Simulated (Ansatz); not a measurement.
# CdS (Fm-3m) in Ansatz: a series of runs

One crystal, CdS, is run at these levels: PBEsol, RPBE; tasks: single point.

All numbers are computed with Ansatz 0.2.0; they aren't measurements. Logs are shortened: lines on timing, memory, paths and dates and some standing lists are left out, and cuts for length are marked.

## 1. The crystal as given

It takes space group Fm-3m (No. 225, cubic). The conventional cell has a = 5.506 Å, b = 5.506 Å, c = 5.506 Å, α = 90.00°, β = 90.00°, γ = 90.00°. Around Cd (site symmetry m-3m) lie 6 S at 2.75 Å. S (site symmetry m-3m) has 6 Cd at 2.75 Å as nearest neighbours.

Measurements of this composition are mostly on another form, of space group No. 186.

## 2. Single point, PBEsol

input.yaml

```yaml
crystal:
  lattice:
    - [0.0, 2.753244, 2.753244]
    - [2.753244, 0.0, 2.753244]
    - [2.753244, 2.753244, 0.0]
  atoms:
    - { symbol: Cd, position: [0.0, 0.0, 0.0] }
    - { symbol: S, position: [0.5, 0.5, 0.5] }
kpoints:
  mp_grid: { grid: [8, 8, 8] }
scf:
  occupations: { method: gaussian, width: 0.1 }
hamiltonian:
  xc: pbesol
  pseudopotentials: { kind: all_electron, lapw: { basis_error: 0.001 } }
output:
  forces: true
  stress: true
  eigenvalues: true
```

Potentials or basis: all-electron LAPW, scalar-relativistic.

Command:

```bash
ansatz run input.yaml --threads 1 --pin off --max-ram 3072MiB --backend cpu --events-out ev --progress --plain --runs-dir out
```

The program printed:

```text
Warning: RAYON_NUM_THREADS=1 ignored (pool sized by the plan → 1); use --threads N
LAPW: plane waves up to 7.332 Å⁻¹, error target 1.0e-3 eV per atom; small_component_spin mean_spin; S in spheres of 1.208 Å, 14 of its electrons in bands, Dirac shells []; Cd in spheres of 1.545 Å, 20 of its electrons in bands, Dirac shells [] (how accurate: hamiltonian.pseudopotentials.lapw.basis_error, Limitations)
Engine: ansatz 0.2.0, aarch64-unknown-linux-gnu
Pseudopotentials: kind: all_electron
Pseudopotential: Cd, LAPW, valence charge 20, lapw/all_electron/scalar/gaussian/Cd, Koelling and Harmon's equation, gaussian nucleus
Pseudopotential: S, LAPW, valence charge 14, lapw/all_electron/scalar/gaussian/S, Koelling and Harmon's equation, gaussian nucleus
Functional definition: PBEsol
  exchange = pbesol_x
  correlation = pbesol_c
Crystal: 2 atoms, lattice volume = 41.741 Å³
Basis set: ecut = 204.8025624291379 eV, 283 PW (Γ), exchange–correlation at level 2
Bands: 21, of which v1, the nominal top of the filled ones, is band 17 counted from 1 (16 counted from 0)
Symmetry: 48 space group operations
Space group: Fm-3m (ITA 225), of the structure as read, at distance tolerance 3.5e-5 Å
k-points: 29 of 512
Non-local potential: Cd, projectors of the file, none
Non-local potential: S, projectors of the file, none
Initial density: superposition of atomic densities (chi_scale 0.1, normalization cell, long waves kept (reshape's long-wave potential 0.00 eV rms))
Initial wavefunctions: plane waves of lowest kinetic energy (no species holds an atomic orbital)
Functional: x = pbesol(κ = 0.804, μ = 0.12345679012345678), c = pbesol(β = 0.046)
iter 1 solved again at ethr=3.54e-3 eV; its pass at ethr=1.00e-1 eV (dr2=1.20e0 eV) is discarded
SCF iter   1: F=—  HF=-163012.195541 eV  |F-HF|=—  |Δ(HF+E_count)|=         —  Δρ=3.81e-2  dr2=1.20e0  ethr=3.54e-3  ⟨swp⟩=2.0  Hψ=4051  notcnv=0
preconditioner: auto → none  [insulator: Δε(μ)=1.089 eV  Ē_g=11.786 eV  σ=0.100 eV  W_gap=1.00  n_scr=14 (ndim 8)  ℏωp=24.4 eV  f_vac=0.011  D(μ)=0.00/eV (n_scr^D=0)  ε∞_Penn≈5.3]
iter 2 solved again at ethr=8.58e-5 eV; its pass at ethr=3.54e-3 eV (dr2=2.92e-2 eV) is discarded
SCF iter   2: F=—  HF=-163011.717156 eV  |F-HF|=—  |Δ(HF+E_count)|=   4.78e-1  Δρ=8.90e-3  dr2=2.93e-2  ethr=8.58e-5  ⟨swp⟩=2.0  Hψ=3187  notcnv=0
SCF iter   3: F=—  HF=-163011.654481 eV  |F-HF|=—  |Δ(HF+E_count)|=   6.27e-2  Δρ=4.73e-3  dr2=1.20e-2  ethr=8.58e-5  ⟨swp⟩=2.8  Hψ=1908  notcnv=0
SCF iter   4: F=—  HF=-163011.651680 eV  |F-HF|=—  |Δ(HF+E_count)|=         —  Δρ=1.03e-3  dr2=4.41e-4  ethr=3.52e-5  ⟨swp⟩=2.0  Hψ=1770  notcnv=0
the basis was enlarged: its passes take 75.7 KiB over the memory plan, 1 of 1 planned eigensolver slots
SCF iter   5: F=—  HF=-163011.651375 eV  |F-HF|=—  |Δ(HF+E_count)|=   3.05e-4  Δρ=2.11e-4  dr2=9.54e-6  ethr=1.30e-6  ⟨swp⟩=2.0  Hψ=1770  notcnv=0
SCF iter   6: F=—  HF=-163011.651379 eV  |F-HF|=—  |Δ(HF+E_count)|=   4.61e-6  Δρ=4.71e-5  dr2=1.22e-6  ethr=2.81e-8  ⟨swp⟩=2.2  Hψ=1776  notcnv=0
SCF iter   7: F=-163011.651379 eV  HF=-163011.651380 eV  |F-HF|=1.61e-8  |Δ(HF+E_count)|=   2.46e-7  Δρ=5.42e-6  dr2=2.09e-8  ethr=3.60e-9  ⟨swp⟩=2.0  Hψ=1770  notcnv=0
SCF 1 converged in 7 iterations: F = -163011.651379 eV  dr2 = 2.09e-8
SCF converged after 7 iterations
Free energy (F): -163011.651379 eV
Harris-Foulkes:  -163011.651380 eV  (|F-HF|=1.61e-8)
Internal energy: -163011.650362 eV  (E = F + TS)
E sigma→0 (E₀):  -163011.650871 eV
Entropy (-TS):   -0.001017 eV (-0.508 meV/atom)
Fermi energy:    10.387864 eV
--- Per-component energies (eV) ---
  E_band       = -1644.329864
  E_kinetic    = 170277.370757
  E_xc         = -4818.460495
  E_electrostatic = -328470.560624  (all electrons and nuclei)
  E_smearing   = -0.001017  (= −TS)
  E_closure    = 0.000000  (closes the sum)
  E_atoms      = -163005.034092  (free atoms, spherical and without spin; not in F)
  Σ components = -163011.651379   (vs F -163011.651379, Δ=0.00e0)
  Basis errors (estimates in eV, not in F): energy 3.7e-4 per atom: plane waves 3.2e-4 (1.8e-4 summed), levels above the bands 0.0e0, relativity 9.6e-9, radial functions 4.7e-5, core shells 2.1e-8; eigenvalues (radial functions only) 4.0e-6; not estimated: angular momenta, meshes, grids; target (lapw.basis_error) 1.0e-3; muffin-tin radii S 1.208 Å, Cd 1.545 Å
--- Forces (eV/Å), atoms counted from 1 ---
  atom   1  Cd    -0.00000000    -0.00000000    -0.00000000
  atom   2  S      0.00000000    -0.00000000    -0.00000000
  max |Σ_I F_I| component: 2.52e-30 eV/Å
--- Stress (GPa, compression-positive) ---
       -4.374970       0.000000      -0.000000
        0.000000      -4.374970      -0.000000
       -0.000000      -0.000000      -4.374970
  P = ⅓ Tr σ = -4.3750 GPa (-43.750 kbar)
--- Band table (eV; the first three rows and the last of 29) ---
  k-point 0: bands = ["-193.8773", "-138.9348", "-138.9348", "-138.9348", "-91.1604", "-52.2642", "-52.2642", "-52.2642", "-2.4118", "2.7140", "2.7140", "2.7167", "2.7167", "2.7167", "9.5392", "9.5392", "9.5392", "10.9792", "19.3469", "19.3469", "19.3469"]
  k-point 1: bands = ["-193.8773", "-138.9348", "-138.9348", "-138.9348", "-91.1604", "-52.2644", "-52.2642", "-52.2642", "-2.2809", "2.6692", "2.6692", "2.7023", "2.7448", "2.7448", "8.3589", "9.6346", "9.6346", "12.1529", "18.1156", "19.0060", "19.0060"]
  k-point 2: bands = ["-193.8773", "-138.9348", "-138.9348", "-138.9348", "-91.1603", "-52.2649", "-52.2643", "-52.2643", "-1.9304", "2.5635", "2.5635", "2.6485", "2.8144", "2.8144", "6.8891", "9.8773", "9.8773", "13.4174", "16.9240", "17.5899", "17.5899"]
  k-point 28: bands = ["-193.8773", "-138.9348", "-138.9348", "-138.9348", "-91.1603", "-52.2652", "-52.2652", "-52.2648", "-1.3785", "2.5807", "2.7190", "2.7190", "2.9798", "3.4457", "7.1119", "7.1119", "7.4193", "13.5636", "16.8241", "17.7452", "17.7452"]
```

It took 5.5 s on 1 thread of Arm Neoverse V1, shared host; peak memory 0.27 GiB.

What came out:

```
Free energy            : -163011.6514 eV
Pressure               : -4.4 GPa
Band gap on the k mesh : 0.14 eV, indirect (least direct gap 1.44 eV)
```

Levels at points of the mesh, in eV from the valence-band top:
```csv
k point,band 13,band 14,band 15,band 16,band 17,band 18,band 19,band 20,band 21
"(0.00, 0.00, 0.00)",-7.55,-7.55,-0.73,-0.73,-0.73,0.71,9.08,9.08,9.08
"(0.00, 0.00, -0.50)",-7.35,-7.35,-4.81,0.00,0.00,3.35,5.78,5.78,6.60
"(0.00, -0.50, -0.50)",-7.29,-6.64,-4.18,-2.10,-2.10,0.14,5.91,9.57,10.99
```

## 3. Single point, RPBE

Changes to input.yaml since step 2:

```diff
@@ -13,3 +13,3 @@
 hamiltonian:
-  xc: pbesol
+  xc: rpbe
   pseudopotentials: { kind: all_electron, lapw: { basis_error: 0.001 } }
```

Potentials or basis: all-electron LAPW, scalar-relativistic.

Command:

```bash
ansatz run input.yaml --threads 1 --pin off --max-ram 3072MiB --backend cpu --events-out ev --progress --plain --runs-dir out
```

It took 5.7 s on 1 thread of Arm Neoverse V1, shared host; peak memory 0.27 GiB.

The run converged. Its results:

```
Free energy            : -163110.8493 eV
Pressure               : 2.1 GPa
Band gap on the k mesh : 0.39 eV, indirect (least direct gap 1.69 eV)
```

Levels at points of the mesh, in eV from the valence-band top:
| k point | band 15 | band 16 | band 17 | band 18 | band 19 | band 20 |
| --- | --- | --- | --- | --- | --- | --- |
| (0.00, 0.00, 0.00) | -0.71 | -0.71 | -0.71 | 0.98 | 9.22 | 9.22 |
| (0.00, 0.00, -0.50) | -4.70 | 0.00 | 0.00 | 3.64 | 5.99 | 5.99 |
| (0.00, -0.50, -0.50) | -4.05 | -2.04 | -2.04 | 0.39 | 6.13 | 9.83 |
